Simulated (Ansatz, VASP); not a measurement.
**One calculation of SnTe, two programs**

Contents of POSCAR:

```
SnTe
1.0
    3.8918236295      0.0000000000      0.0000000000
    0.0000000000      3.8918236295      0.0000000000
    0.0000000000      0.0000000000      3.8918236295
Sn Te
1 1
Direct
    0.0000000000      0.0000000000      0.0000000000
    0.5000000000      0.5000000000      0.5000000000
```

INCAR.step1

```
PREC = Accurate
ENCUT = 520
EDIFF = 1E-5
ISMEAR = -1
SIGMA = 0.02
LREAL = F
LASPH = T
NELM = 100
ALGO = Normal
ISIF = 2
LWAVE = T
LCHARG = F
GGA = PE
NBANDS = 17
```

INCAR.step2

```
PREC = Accurate
ENCUT = 520
EDIFF = 1E-6
ISMEAR = -1
SIGMA = 0.02
LREAL = F
LASPH = T
NELM = 100
ALGO = Normal
ISIF = 2
LWAVE = F
LCHARG = F
GGA = PE
LHFCALC = T
HFSCREEN = 0.2079
PRECFOCK = Normal
ISTART = 1
NBANDS = 17
```

Contents of KPOINTS:

```
regular mesh
0
Gamma
  4 4 4
```

Input for Ansatz:

```yaml
crystal:
  lattice:
    - [3.8918236295, 0.0, 0.0]
    - [0.0, 3.8918236295, 0.0]
    - [0.0, 0.0, 3.8918236295]
  atoms:
    - { symbol: Sn, position: [0.0, 0.0, 0.0] }
    - { symbol: Te, position: [0.5, 0.5, 0.5] }
kpoints:
  mp_grid: { grid: [4, 4, 4] }
hamiltonian:
  xc: hse06
scf:
  occupations: { method: fermi_dirac, width: 0.02 }
  n_extra_bands: 4
output:
  forces: true
  stress: true
  eigenvalues: true
```

The cell was built by a generator and needn't be a form met in nature.

Alike in both runs: task single point; functional HSE06; k mesh 4 × 4 × 4; occupations fermi-dirac, width 0.02 eV; no spin polarisation.

|  | VASP | Ansatz |
| --- | --- | --- |
| version | VASP 6.6.1 | Ansatz 0.2.0 |
| potentials or method | VASP PAW PBE potentials, release 64 (Sn_d, Te) | plane waves, PAW |
| plane-wave cutoff (eV) | 520 | 420 |
| valence electrons in the cell | 20 | 30 |

|  | VASP | Ansatz | Ansatz less VASP |
| --- | --- | --- | --- |
| pressure (GPa) | -0.5 | -0.4 | +0.10 |

With one functional, cell and mesh, what is left measures potentials, basis and numerics. The two sets of potentials don't hold the same shells in valence. Ansatz warned: «filled_band_counts_differ_across_k_points».

Caveats: the k mesh is coarse (spacing up to 0.40 Å⁻¹), so the values aren't converged, least of all with exact exchange; the PAW data sets were made with another functional, which shifts forces and pressure a little (VASP). The runs have no spin-orbit coupling, so splittings on Te are missing.
